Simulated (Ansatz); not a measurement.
Te (P3_121) from a database structure, relaxed with r2SCAN+rVV10, was run in the plane-wave code Ansatz under altered settings. All numbers are computed, without spin polarisation but where a row says otherwise.

```yaml
crystal:
  lattice:
    - [4.47126, 0.00000, 0.00000]
    - [-2.23563, 3.87222, 0.00000]
    - [0.00000, 0.00000, 5.94875]
  atoms:
    - { symbol: Te, position: [0.26419, 0.00000, 0.33333] }
    - { symbol: Te, position: [0.00000, 0.26419, 0.66667] }
    - { symbol: Te, position: [0.73581, 0.73581, 0.00000] }
```

The base run's other keys:
```yaml
kpoints:
  mp_grid: { grid: [6, 6, 2] }
hamiltonian:
  xc: hse06
scf:
  occupations: { method: fixed }
  n_extra_bands: 4
```

It takes 14 iterations with 2041 plane waves at 420 eV and 14 k points, and leaves a mean stress of -0.30 GPa. The gap over this mesh is 0.629 eV. It ran on 4 threads of Arm Neoverse V1, with other jobs on the host.

Outcomes, with energy and stress as changes against the base:
```
                                     setting    outcome  ΔF (meV/atom)  Δ mean stress (GPa)  gap on the mesh (eV)  iterations  wall time
   PBE hybrid, exx coeff 0.35, omega 0.1 1/Å  converged              –                 -0.8                 1.171          18       29 s
 PBE hybrid, exx coeff 0.2, omega 0.2078 1/Å  converged              –                 +0.3                 0.528          14       25 s
PBE hybrid, exx coeff 0.05, omega 0.2078 1/Å  converged              –                 +1.3                 0.262          12       23 s
    PBE hybrid, exx coeff 1.5, omega 0.1 1/Å    refused              –                    –                     –           –     0.03 s
            scf.occupations: fermi_dirac 0.2  converged           -3.7                  0.0                 0.613          23       31 s
```
A dash marks a value that wasn't obtained or can't be compared. Stress is positive in compression. The base took 26 s. The base's mesh is coarse for a hybrid, so its own values aren't converged.

- PBE hybrid, exx coeff 0.35, omega 0.1 1/Å. That is 35 % exact exchange, screened with ω = 0.1 1/Å, against HSE06's 25 % screened at 0.208 1/Å. The mean stress moves by -0.8 GPa and the gap on the mesh by +0.543 eV (to 1.171). Totals of different functionals aren't comparable. The program warns that on this mesh the truncation of the exchange isn't bounded, so part of the change can be an error of the mesh.
- PBE hybrid, exx coeff 0.2, omega 0.2078 1/Å. That is 20 % exact exchange, screened with ω = 0.2078 1/Å, against HSE06's 25 % screened at 0.208 1/Å. The mean stress moves by +0.3 GPa and the gap on the mesh by -0.101 eV (to 0.528). Totals of different functionals aren't comparable.
- PBE hybrid, exx coeff 0.05, omega 0.2078 1/Å. That is 5 % exact exchange, screened with ω = 0.2078 1/Å, against HSE06's 25 % screened at 0.208 1/Å. The mean stress moves by +1.3 GPa and the gap on the mesh by -0.367 eV (to 0.262). Totals of different functionals aren't comparable.
- PBE hybrid, exx coeff 1.5, omega 0.1 1/Å. It is rejected at once. Error: invalid value for `hamiltonian.xc.exx.coeff`: must be finite and in (0, 1]; got 1.5
- scf.occupations: fermi_dirac 0.2. The free energy moves by -3.7 meV an atom, the mean stress by 0.0 GPa and the gap on the mesh by -0.016 eV (to 0.613). The term −TS is -14.2 meV an atom. A width of 0.2 eV moves electrons across a gap of 0.63 eV: this is no longer the ground state.

No spin-orbit coupling is included; it can move band edges with weight on the heavy atoms by tenths of an eV.

The program warns that its thresholds are loose for a hybrid's stress.

The meshes of the hybrids are coarse, so their gaps aren't converged to the digits shown.
